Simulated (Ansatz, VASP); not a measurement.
NaH: VASP beside Ansatz

```
Na H
1.0
     0.00000    2.44000    2.44000
     2.44000    0.00000    2.44000
     2.44000    2.44000    0.00000
Na H
1 1
Direct
  0.00000 0.00000 0.00000
  0.50000 0.50000 0.50000
```

Alike in both runs: task single point; functional PBE; k mesh 7 × 7 × 7; occupations fermi-dirac, width 0.02 eV; no spin polarisation.

|  | VASP | Ansatz |
| --- | --- | --- |
| version | VASP 6.6.1 | Ansatz 0.2.0 |
| potentials or method | VASP PAW PBE potentials, release 64 (Na_pv, H), cutoff 520 eV | all-electron LAPW, scalar-relativistic |

|  | VASP | Ansatz | Ansatz less VASP |
| --- | --- | --- | --- |
| gap on the k mesh at the Fermi level (eV) | 4.18 | 4.18 | +0.002 |
| pressure (GPa) | -0.7 | -0.6 | +0.05 |

Ansatz ran all-electron here, so the differences hold the error of VASP's frozen core and of both bases.

Caveats: an odd mesh through Γ misses points on the zone boundary, where band edges often lie.
